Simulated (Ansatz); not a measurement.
B (fcc): energy against volume

All numbers below come from DFT, revPBE, plane waves (420 eV) with PAW, scalar-relativistic in Ansatz. The PAW files were generated under PBE, with cores re-solved for the functional.

The cell is scaled uniformly from the relaxed one, with fractional coordinates and shape fixed. Energies are extrapolated to zero smearing, pressures are those at the given smearing. Magnetic state: spin not included.

A Birch-Murnaghan fit gives V₀ = 5.96 Å³/atom, B₀ = 264 GPa, B₀′ = 3.8.

What are the energy above the minimum and the pressure at 5.247 Å³/atom?

87.0 meV/atom and 43.17 GPa as computed.

What are the energy above the minimum and the pressure at 5.485 Å³/atom?

36.1 meV/atom and 25.95 GPa as computed.

What are the energy above the minimum and the pressure at 6.678 Å³/atom?

58.8 meV/atom and -24.08 GPa as computed.
